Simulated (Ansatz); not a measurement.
# SiO2: the cost of one run

Method: reference: DFT, HSE06, plane waves, PAW, in Ansatz 0.2.0.

2 further runs of the same task are left out: 1 for a known fault of the program, 1 that didn't finish.

**1. Starting point**

It takes space group Fm-3m (No. 225, cubic). The conventional cell has a = 4.528 Å, b = 4.528 Å, c = 4.528 Å, α = 90.00°, β = 90.00°, γ = 90.00°. Si (site symmetry m-3m) has 8 O at 1.96 Å as nearest neighbours. Around O (site symmetry -43m) lie 4 Si at 1.96 Å.

As a file:

```
CELL_PARAMETERS angstrom
0.00000 2.26417 2.26417
2.26417 0.00000 2.26417
2.26417 2.26417 0.00000
ATOMIC_POSITIONS crystal
Si 0.00000 0.00000 0.00000
O 0.25000 0.25000 0.25000
O 0.75000 0.75000 0.75000
```

**2. The reference run**

The input, input.yaml:

```yaml
crystal:
  lattice:
    - [0.0, 2.2641691167, 2.2641691167]
    - [2.2641691167, 0.0, 2.2641691167]
    - [2.2641691167, 2.2641691167, 0.0]
  atoms:
    - { symbol: Si, position: [0.0, 0.0, 0.0] }
    - { symbol: O, position: [0.25, 0.25, 0.25] }
    - { symbol: O, position: [0.75, 0.75, 0.75] }
kpoints:
  mp_grid: { grid: [4, 4, 4] }
hamiltonian:
  xc: hse06
scf:
  occupations: { method: fixed }
  n_extra_bands: 4
output:
  forces: true
  stress: true
  eigenvalues: true
```

The run is started by

```sh
> ansatz run input.yaml --threads 4 --pin off --max-ram 3686MiB --backend cpu --events-out ev --progress --plain --runs-dir out
```

What time and memory should one allow on 4 threads of an x86-64 CPU, shared host?

About 18 s, with a peak of 0.44 GiB.
